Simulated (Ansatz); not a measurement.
Input and command of a calculation in Ansatz (plane waves; scalar-relativistic PAW potentials unless the input names others):

```yaml
crystal:
  lattice:
    - [4.6173431851, 2.3086715925, -2.3086715925]
    - [2.3086715925, 4.6173431851, 2.3086715925]
    - [4.6173431851, -2.3086715925, 2.3086715925]
  atoms:
    - { symbol: Sc, position: [0.5, 0.0, 0.5], spin: 2.0 }
    - { symbol: Sc, position: [0.8333333333, 0.3333333333, 0.5] }
    - { symbol: Sc, position: [0.0, 0.0, 0.0] }
    - { symbol: Sc, position: [0.3333333333, 0.3333333333, 0.0] }
    - { symbol: Sc, position: [0.6666666667, 0.6666666667, 0.0] }
    - { symbol: Sc, position: [0.1666666667, 0.6666666667, 0.5] }
basis:
  ecutwfc: 420
kpoints:
  mp_grid: { grid: [8, 8, 6] }
hamiltonian:
  xc: pbe
scf:
  occupations: { method: gaussian, width: 0.1 }
  max_iter: 50
output:
  forces: true
  eigenvalues: true
  stress: true
relax:
  adjacent_minimum: "off"
  f_tol: 0.015
  max_steps: 60
  cell: { stress_tol: 0.15 }
```

```bash
ansatz run input.yaml --threads 1 --pin off --max-ram 2560MiB --backend cpu --events-out ev --progress --plain --runs-dir out
```

Q: What will the program do with this input?

A: The program refuses it, because of a moment without spin polarisation (crystal.atoms[0].spin: not typed → 2.0). Without that key it is accepted.

Abridged log:
```
Error: inconsistent input (magnetization.spin_polarized): false but per-atom `spin:`, `per_species`, `initial_magnetization`, `magnetic_field`, or `spin_locking` is set
```